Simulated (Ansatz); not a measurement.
A (001) slab of CuO (C2/c (No. 15)), 12 planes, outer planes Cu (top) and O (bottom), with 12 atoms (Cu6O6) in a surface cell of A = 8.376 Å², as cut from the bulk:

```
CELL_PARAMETERS angstrom
2.89411 0.00000 0.00000
0.01167 2.89409 0.00000
0.00000 0.00000 29.00307
ATOMIC_POSITIONS crystal
O 0.50002 0.50010 0.25859
Cu 0.50012 0.00012 0.30249
O 0.50021 0.50013 0.34638
Cu 0.00023 0.50023 0.39027
O 0.50025 0.50033 0.43416
Cu 0.50035 0.00035 0.47805
O 0.50045 0.50037 0.52195
Cu 0.00047 0.50047 0.56584
O 0.50048 0.50056 0.60973
Cu 0.50058 0.00058 0.65362
O 0.50068 0.50060 0.69751
Cu 0.00070 0.50070 0.74141
```

The calculation used DFT PBEsol, scalar-relativistic, plane waves, PAW (Ansatz). Plane waves to 420 eV, a k mesh through Γ of 12×12×1 on the computed 12-atom cell and Gaussian smearing (0.10 eV); no spin polarisation. The cell repeats along c with a dipole correction in the vacuum.

Against the same 12 atoms in the bulk, the slab as cut lies 2.942 eV higher and the relaxed slab 2.692 eV higher.

Problem. Work out the surface energy before and after relaxation.

Solution. The slab has two faces, so γ = (E_slab − N·E_bulk)/(2A), the mean of both. As cut: 2.942/(2 × 8.376) = 0.1756 eV/Å², and 1 eV/Å² = 16.02 J/m², so γ = 2.81 J/m². Relaxed: 2.692/(2 × 8.376) = 0.1607 eV/Å² = 2.57 J/m². Relaxation recovers 8 % of the cost of cutting.

Problem. What is the ideal work of this cut, per area?

Solution. Griffith's ideal work is 2γ: 5.63 J/m² if the new faces stay rigid, 5.15 J/m² if they relax. One thickness was run, 12 planes, so γ can still shift with it.

Spin polarisation was left out, and a magnetic state may lie lower.